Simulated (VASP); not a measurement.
# TiTe2 (P-3m1) in VASP: further runs, part 2 of 2

VASP 6.6.1. The steps go on from the part before.

## Step 4: Single point, PBE, spin-orbit coupling, no magnetisation

Input file INCAR:

```
PREC = Accurate
ENCUT = 250
EDIFF = 1E-7
ISMEAR = 0
SIGMA = 0.02
LREAL = F
LASPH = T
NELM = 100
ALGO = Normal
ISIF = 2
LWAVE = F
LCHARG = F
LNONCOLLINEAR = T
MAGMOM = 0 0 0 0 0 0 0 0 0
LORBIT = 11
LSORBIT = T
GGA_COMPAT = F
LMAXMIX = 4
GGA = PE
NBANDS = 40
```

Input file KPOINTS:

```
Automatic mesh
0
Gamma
  7 7 4
```

Input file POSCAR:

```
TiTe2
1.0
    3.7770000000      0.0000000000      0.0000000000
   -1.8885000000      3.2709779501      0.0000000000
    0.0000000000      0.0000000000      6.4980000000
Te Ti
2 1
Direct
    0.3333333333      0.6666666667      0.7372000000
    0.6666666667      0.3333333333      0.2628000000
    0.0000000000      0.0000000000      0.0000000000
```

Potentials or basis: VASP PAW PBE potentials, release 64 (Te, Ti_sv).

The run is started by

```bash
> cat potpaw_PBE.64/Te/POTCAR potpaw_PBE.64/Ti_sv/POTCAR > POTCAR
> mpirun -np 1 vasp_ncl > vasp.out
```

OUTCAR:

```text
PREC = Accurate
   ENCUT = 250
   EDIFF = 1E-7
   ISMEAR = 0
   LREAL = F
   LASPH = T
   NELM = 100
   ISIF = 2
   LNONCOLLINEAR = T
   LORBIT = 11
   LSORBIT = T
   GGA = PE

 Found     28 irreducible k-points:

 Following reciprocal coordinates:
            Coordinates               Weight
  0.000000  0.000000  0.000000      1.000000
  0.142857  0.000000  0.000000      6.000000
  0.285714  0.000000  0.000000      6.000000
  0.428571  0.000000  0.000000      6.000000
  0.142857  0.142857  0.000000      6.000000
  0.285714  0.142857  0.000000     12.000000
   k-points           NKPTS =     28   k-points in BZ     NKDIM =     28   number of bands    NBANDS=     40
   number of dos      NEDOS =    301   number of ions     NIONS =      3
   total plane-waves  NPLWV =  14400
   dimension x,y,z NGX =    20 NGY =   20 NGZ =   36
   dimension x,y,z NGXF=    40 NGYF=   40 NGZF=   72
   ions per type =               2   1
   NGX,Y,Z   is equivalent  to a cutoff of   8.80,  8.80,  9.21 a.u.
   NGXF,Y,Z  is equivalent  to a cutoff of  17.61, 17.61, 18.42 a.u.
 SYSTEM =  unknown system
   PREC   = accura    normal or accurate (medium, high low for compatibility)
   ISTART =      0    job   : 0-new  1-cont  2-samecut
[... 351 lines left out ...]
    -0.0000503    -0.0000161     0.0000000    -0.0000161     0.0000000
 l=   3
     0.0000000     0.0000000     0.0000000     0.0000000     0.0000000     0.0000000     0.0000000
     0.0000000     0.0000000     0.0000000     0.0000000     0.0000000     0.0000000     0.0000000
     0.0000000     0.0000000     0.0000000     0.0000000     0.0000000     0.0000000     0.0000000
     0.0000000     0.0000000     0.0000000     0.0000000     0.0000000     0.0000000     0.0000000
[... 29 lines left out ...]
 l=   2
     0.0000000    -0.0001493     0.0000000    -0.0001493    -0.0002702
    -0.0001493     0.0000000    -0.0002416    -0.0002925    -0.0001493
     0.0000000    -0.0002416     0.0000000    -0.0002416     0.0000000
    -0.0001493    -0.0002925    -0.0002416     0.0000000    -0.0001493
    -0.0002702    -0.0001493     0.0000000    -0.0001493     0.0000000
 l=   3
     0.0000000     0.0000000     0.0000000     0.0000000     0.0000000     0.0000000     0.0000000
     0.0000000     0.0000000     0.0000000     0.0000000     0.0000000     0.0000000     0.0000000
     0.0000000     0.0000000     0.0000000     0.0000000     0.0000000     0.0000000     0.0000000
     0.0000000     0.0000000     0.0000000     0.0000000     0.0000000     0.0000000     0.0000000
     0.0000000     0.0000000     0.0000000     0.0000000     0.0000000     0.0000000     0.0000000
     0.0000000     0.0000000     0.0000000     0.0000000     0.0000000     0.0000000     0.0000000
     0.0000000     0.0000000     0.0000000     0.0000000     0.0000000     0.0000000     0.0000000

 total charge

# of ion       s       p       d       tot
------------------------------------------
    1        1.382   2.000   0.038   3.420
    2        1.382   2.000   0.038   3.420
    3        2.161   6.118   1.882  10.160
--------------------------------------------------
tot          4.925  10.119   1.957  17.001

 magnetization (x)

# of ion       s       p       d       tot
------------------------------------------
    1        0.000   0.000   0.000   0.000
    2       -0.000   0.000   0.000  -0.000
    3        0.000   0.000   0.000   0.000
--------------------------------------------------
tot         -0.000   0.000   0.000  -0.000

 magnetization (y)

# of ion       s       p       d       tot
------------------------------------------
    1        0.000   0.000   0.000   0.000
    2        0.000   0.000  -0.000  -0.000
    3       -0.000  -0.000   0.000  -0.000
--------------------------------------------------
tot         -0.000  -0.000   0.000  -0.000

 magnetization (z)

# of ion       s       p       d       tot
------------------------------------------
    1        0.000   0.000   0.000   0.000
    2        0.000   0.000   0.000   0.000
    3       -0.000  -0.000  -0.000  -0.000
--------------------------------------------------
tot         -0.000  -0.000  -0.000  -0.000
```

OSZICAR:

```text
N       E                     dE             d eps       ncg     rms          rms(c)
DAV:   1     0.156896459553E+03    0.15690E+03   -0.68863E+03  2432   0.688E+02
DAV:   2    -0.225616399853E+01   -0.15915E+03   -0.14981E+03  2584   0.235E+02
DAV:   3    -0.174215432476E+02   -0.15165E+02   -0.14924E+02  3248   0.730E+01
DAV:   4    -0.186161758626E+02   -0.11946E+01   -0.11845E+01  3320   0.161E+01
[... 12 lines left out ...]
DAV:  17    -0.164144444870E+02    0.72064E-05   -0.39306E-06  3024   0.162E-02    0.453E-03
DAV:  18    -0.164144447759E+02   -0.28884E-06   -0.27250E-07  2440   0.317E-03    0.987E-04
DAV:  19    -0.164144445791E+02    0.19673E-06   -0.10166E-07  2104   0.295E-03    0.175E-03
DAV:  20    -0.164144447415E+02   -0.16236E-06   -0.18851E-08  1320   0.176E-03    0.487E-04
DAV:  21    -0.164144447691E+02   -0.27547E-07   -0.62588E-09  1304   0.662E-04
   1 F= -.16414445E+02 E0= -.16414270E+02  d E =-.350405E-03  mag=     0.0000     0.0000    -0.0000
```

Wall time 44 s (1 thread of Intel Xeon 6975P-C (Granite Rapids), shared host); peak memory 0.21 GiB.

The run converged, but a check on its numbers failed (symmetry, net force, bounds or a known fault of this set-up), so they aren't taken as properties of the crystal.

Caveat: the cutoff lies under the usual one of these potentials, so the numbers hold a large basis-set error; this functional lacks dispersion, which binds the layers, so the pressure and a relaxed spacing across them are unreliable.

## Step 5: Single point, PBE, spin-orbit coupling, no magnetisation

Edit INCAR of step 4 so:

```diff
@@ -1,3 +1,3 @@
 PREC = Accurate
-ENCUT = 250
+ENCUT = 600
 EDIFF = 1E-7
```

Input file KPOINTS:

```
Automatic mesh
0
Gamma
  5 5 3
```

POSCAR is that of step 4.

The run is started by

```bash
> cat potpaw_PBE.64/Te/POTCAR potpaw_PBE.64/Ti_sv/POTCAR > POTCAR
> mpirun -np 1 vasp_ncl > vasp.out
```

Wall time 87 s (1 thread of Intel Xeon 6975P-C (Granite Rapids), shared host); peak memory 0.43 GiB.

The run converged, but some of its settings lie outside the range that counts as converged, so its numbers aren't taken as properties of the crystal.

Results:

* Free energy: -16.3922 eV
* Pressure: 1.0 GPa
* Valence electrons inside the program's atomic spheres: Te 3.42; Ti 10.16

Caveat: the k mesh is coarse (spacing up to 0.38 Å⁻¹), so the values aren't converged; this functional lacks dispersion, which binds the layers, so the pressure and a relaxed spacing across them are unreliable.

## Step 6: Single point, PBE, spin-orbit coupling, no magnetisation

Edit INCAR of step 5 so:

```diff
@@ -1,4 +1,4 @@
 PREC = Accurate
-ENCUT = 600
-EDIFF = 1E-7
+ENCUT = 350
+EDIFF = 1E-4
 ISMEAR = 0
```

Input file KPOINTS:

```
Automatic mesh
0
Gamma
  7 7 4
```

POSCAR is that of step 5.

Potentials or basis: VASP PAW PBE potentials, release 64 (Te, Ti_sv).

The run is started by

```bash
> cat potpaw_PBE.64/Te/POTCAR potpaw_PBE.64/Ti_sv/POTCAR > POTCAR
> mpirun -np 1 vasp_ncl > vasp.out
```

Run time: 41 s. Hardware: 1 thread of Intel Xeon 6975P-C (Granite Rapids), shared host; peak memory 0.28 GiB.

The run converged, but some of its settings lie outside the range that counts as converged, so its numbers aren't taken as properties of the crystal.

What came out:

```yaml
Free_energy: -16.4189 eV
Pressure: 1.2 GPa
Valence_electrons_inside_the_program's_atomic_spheres: Te 3.42; Ti 10.16
```

Caveat: this functional lacks dispersion, which binds the layers, so the pressure and a relaxed spacing across them are unreliable.

## Step 7: For comparison

An earlier run on the cell as given: functional PBE; potentials or basis VASP PAW PBE potentials, release 64 (Te, Ti_sv); cutoff 520 eV; k mesh 8 × 8 × 4; occupations fermi-dirac, width 0.05 eV; no spin polarisation.

* Pressure: 0.9 GPa
* Largest force: 0.022 eV/Å
* Band gap on the k mesh: none (metal or under the smearing width)
